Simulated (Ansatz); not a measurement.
Data:

ZnTe:
```xyz
2
Lattice="0.0000 3.0896 3.0896 3.0896 0.0000 3.0896 3.0896 3.0896 0.0000" Properties=species:S:1:pos:R:3 pbc="T T T"
Te     4.6344     4.6344     4.6344
Zn     0.0000     0.0000     0.0000
```

This is the PBE-relaxed structure.

Question: All from the program Ansatz at the PBE level (PAW), unless another level is named. Give the gap with spin–orbit coupling.

Answer: 0.80 eV.

Question: Give the hole effective mass, band 2 of 3 at the edge.

Answer: 0.48 along [100], 0.48 along [110], 1.1 along [111] (mₑ).

Question: Give the weight of the valence-edge state by species (Voronoi cells).

Answer: Te 78 %, Zn 22 %.

Space group F-43m (zinc blende). Symmetry was held in the PBE relaxation; of distortions, only those at the zone centre were tested. Spin–orbit coupling is left out wherever it is not named.

Potentials: the later of the program's two PAW sets.
